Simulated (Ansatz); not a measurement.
The elements of this relaxed trial crystal are hidden behind letters.

```
lattice vectors (Å)
   4.4440    0.0000    0.0000
  -2.2220    3.8486    0.0000
   0.0000    0.0000    7.8578
fractional positions
X 0.0000 0.0000 0.0000
X 0.0000 0.0000 0.5000
Z 0.3333 0.6667 0.2500
Z 0.6667 0.3333 0.7500
```

These are results of DFT PBE, scalar-relativistic, plane waves, PAW (Ansatz 0.2.0), not measurements. Plane waves to 420 eV, a 12×12×6 mesh through Γ for the 4-atom cell and 0.10 eV Gaussian smearing; no spin polarisation.

- Space group: P6_3/mmc (No. 194)
- Conventional cell: a = 4.444 Å, c = 7.858 Å
- Volume per atom: 33.60 Å³
- Density: 6.09 g/cm³
- Formation energy: −0.24 eV/atom
- Gap on the 12×12×6 mesh of the 4-atom cell: 0 eV (a metal)

Energies are uncorrected and count from the elements' standard states at the same level.

**Question.** X is a p-block element of period 5 and Z is a p-block element of period 5. Which elements are they?

**Answer.** X = Sn, Z = Te, so the formula is SnTe, here in the nickel arsenide type. Density times volume gives a mean mass of 6.09 × 33.60/1.6605 = 123.2 u per atom, and this set has 123.2 u. Sn has 6 Te at 3.23 Å; Te is surrounded by 6 Sn at 3.23 Å. Swapping Sn and Te leaves the mass as it is, so only the distances can place them.

These runs have no spin–orbit coupling, which can matter for Te. The zero gap may come from the functional, which often closes small gaps. A structure relaxed within its symmetry needn't be a true minimum.
